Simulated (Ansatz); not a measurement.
# GePt: the cost of one run

Computed with Ansatz 0.2.0 (DFT PBE, scalar-relativistic, plane waves, PAW, unless a step's input says otherwise).

## Step 1: The system as given

The structure is orthorhombic, space group Pnma (No. 62). The conventional cell has a = 5.732 Å, b = 3.701 Å, c = 6.088 Å, α = 90.00°, β = 90.00°, γ = 90.00°. Around Ge (site symmetry m) lie 6 Pt at 2.50 to 2.63 Å. Pt (site symmetry m) is surrounded by 6 Ge at 2.50 to 2.63 Å.

As a file:

```cif
data_structure
_symmetry_space_group_name_H-M 'Pnma'
_symmetry_Int_Tables_number 62
_cell_length_a 5.7320
_cell_length_b 3.7010
_cell_length_c 6.0880
_cell_angle_alpha 90.000
_cell_angle_beta 90.000
_cell_angle_gamma 90.000
_cell_volume 129.15
loop_
_atom_site_label
_atom_site_type_symbol
_atom_site_symmetry_multiplicity
_atom_site_Wyckoff_symbol
_atom_site_fract_x
_atom_site_fract_y
_atom_site_fract_z
_atom_site_occupancy
Ge1 Ge 4 c 0.80500 0.75000 0.59000 1
Pt1 Pt 4 c 0.99000 0.75000 0.19500 1
```

Source of the structure: the Crystallography Open Database.

(A quick probe on a coarse mesh, which set the mesh and smearing, is not shown.)

## Step 3: Relaxing cell and atoms

Contents of input.yaml:

```yaml
crystal:
  lattice:
    - [5.732, 0.0, 0.0]
    - [0.0, 3.701, 0.0]
    - [0.0, 0.0, 6.088]
  atoms:
    - { symbol: Ge, position: [0.805, 0.75, 0.59] }
    - { symbol: Ge, position: [0.195, 0.25, 0.41] }
    - { symbol: Ge, position: [0.695, 0.25, 0.09] }
    - { symbol: Ge, position: [0.305, 0.75, 0.91] }
    - { symbol: Pt, position: [0.99, 0.75, 0.195] }
    - { symbol: Pt, position: [0.01, 0.25, 0.805] }
    - { symbol: Pt, position: [0.51, 0.25, 0.695] }
    - { symbol: Pt, position: [0.49, 0.75, 0.305] }
basis:
  ecutwfc: 420
kpoints:
  mp_grid: { grid: [6, 10, 6] }
hamiltonian:
  xc: pbe
scf:
  occupations: { method: gaussian, width: 0.1 }
output:
  forces: true
  stress: true
  eigenvalues: true
  write_density: true
  write_potential: true
  elf: true
  volumetric_format: npy
relax:
  adjacent_minimum: "off"
  f_tol: 0.005
  max_steps: 80
  cell: { stress_tol: 0.05 }
```

Command:

```bash
$ ansatz run input.yaml --threads 2 --pin off --max-ram 5120MiB --backend cpu --events-out ev --progress --plain --runs-dir out
```

Q: Estimate wall time and peak memory on 2 threads of AMD EPYC 7R43 (Zen 3), shared host.

About 5.5 min, with a peak of 0.98 GiB.
